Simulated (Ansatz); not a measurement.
Working through an equation of state with a fit of Ta, space group Im-3m

Program: Ansatz 0.2.0 through its Python package.

Run as a notebook:

**Cell 1**
```python
import ansatz as az
import numpy as np
from scipy.optimize import curve_fit
```

**Cell 2**
```python
vectors0 = np.array([
    [-1.65128, 1.65128, 1.65128],
    [1.65128, -1.65128, 1.65128],
    [1.65128, 1.65128, -1.65128],
])
sites = [
    ("Ta", (0.0, 0.0, 0.0)),
]
```

**Cell 3**
```python
def crystal_on(cell):
    crystal = az.Crystal(lattice=az.Lattice.of(cell))
    for symbol, position in sites:
        crystal = crystal.atom(symbol, position)
    return crystal

def vinet(v, e0, v0, b0, b1):
    eta = (v / v0) ** (1 / 3)
    return e0 + 2 * b0 * v0 / (b1 - 1) ** 2 * (2 - (5 + 3 * b1 * (eta - 1) - 3 * eta) * np.exp(-1.5 * (b1 - 1) * (eta - 1)))
```

**Cell 4**
```python
volumes, energies, pressures = [], [], []
for scale in np.linspace(0.9, 1.1, 9):
    cell = vectors0 * scale ** (1 / 3)
    calc = (
        crystal_on(cell).calculation()
        .occupations("Fermi-Dirac", width=0.1)
        .functional(az.Functional.PBE)
        .pseudopotentials("paw")
        .basis(500)
        .kpoints(12, 12, 12)
        .stress()
    )
    data = calc.run().report
    volumes.append(abs(np.linalg.det(cell)) / len(sites))
    energies.append(data["free_energy_ev"] / len(sites))
    pressures.append(np.trace(data["stress_gpa"]) / 3)
    print(f"V = {volumes[-1]:8.4f} A^3/atom  F = {energies[-1]:.5f} eV/atom  P = {pressures[-1]:8.3f} GPa")
```
Output:
```text
V =  16.2093 A^3/atom  F = -9932.10267 eV/atom  P =   28.504 GPa
V =  16.6596 A^3/atom  F = -9932.17179 eV/atom  P =   20.850 GPa
V =  17.1098 A^3/atom  F = -9932.22073 eV/atom  P =   14.127 GPa
V =  17.5601 A^3/atom  F = -9932.25193 eV/atom  P =    8.192 GPa
V =  18.0104 A^3/atom  F = -9932.26740 eV/atom  P =    2.925 GPa
V =  18.4606 A^3/atom  F = -9932.26890 eV/atom  P =   -1.771 GPa
V =  18.9109 A^3/atom  F = -9932.25792 eV/atom  P =   -5.969 GPa
V =  19.3611 A^3/atom  F = -9932.23576 eV/atom  P =   -9.727 GPa
V =  19.8114 A^3/atom  F = -9932.20361 eV/atom  P =  -13.092 GPa
```

**Cell 5**
```python
guess = (min(energies), volumes[int(np.argmin(energies))], 0.5, 4.5)
(e0, v0, b0, b1), _ = curve_fit(vinet, np.array(volumes), np.array(energies), p0=guess, maxfev=20000)
print(f"Vinet fit: V0 = {v0:.4f} A^3/atom, B0 = {160.21766 * b0:.1f} GPa, B1 = {b1:.2f}")
print("largest residual", round(1000 * float(np.abs(vinet(np.array(volumes), e0, v0, b0, b1) - energies).max()), 3), "meV/atom")
```
Output:
```text
Vinet fit: V0 = 18.2828 A^3/atom, B0 = 188.8 GPa, B1 = 3.74
largest residual 0.091 meV/atom
```

A third-order Birch-Murnaghan fit through the 9 points (the script's own form differs a little) has its minimum at 18.28 Å³ an atom, 1.5 % above the typed cell, with a bulk modulus of 189 GPa. From that minimum the energy rises by 167.2 meV an atom on the compressed side and 66.3 meV on the expanded side.

Notes:
- Total energies depend on the potentials; only differences at equal settings carry meaning.
- Spin is left out of this run.
- The mesh is modest for a metal, so energies can be off by several to tens of meV an atom and pressures by half a GPa or more; differences at equal mesh fare better.
- Pressure is positive in compression.
- Spin-orbit coupling, which matters for elements this heavy, is left out.
- It ran for 10 s on 1 thread of Arm Neoverse V1, with other jobs on the host, peak memory 0.39 GiB.
